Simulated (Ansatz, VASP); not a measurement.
**One calculation of ZrB3, two programs**

```
Zr B
1.0
     3.42762    0.00000    0.00000
     0.00000    3.42762    0.00000
     0.00000    0.00000    3.42762
Zr B
1 3
Cartesian
  0.0000 0.0000 0.0000
  0.0000 1.7138 1.7138
  1.7138 0.0000 1.7138
  1.7138 1.7138 0.0000
```

Alike in both runs: task relaxation of cell and atoms; functional PBE; k mesh 14 × 14 × 14; occupations gaussian, width 0.1 eV; no spin polarisation.

|  | VASP | Ansatz |
| --- | --- | --- |
| version | VASP 6.6.1 | Ansatz 0.2.0 |
| potentials or method | VASP PAW PBE potentials, release 64 (Zr_sv, B) | scalar-relativistic, plane waves, PAW |
| plane-wave cutoff (eV) | 600 | 420 |
| valence electrons in the cell | 21 | 21 |

|  | VASP | Ansatz | Ansatz less VASP |
| --- | --- | --- | --- |
| gap on the k mesh at the Fermi level, each at its own relaxed structure (eV) | none | none | - |
| relaxed volume (Å³/atom) | 10.09 | 10.09 | -0.006 |
| relaxed cell length with the largest relative difference (Å) | 3.430 | 3.430 | -0.0006 |

A gap of «none» marks a metal or a gap that the smearing closes.
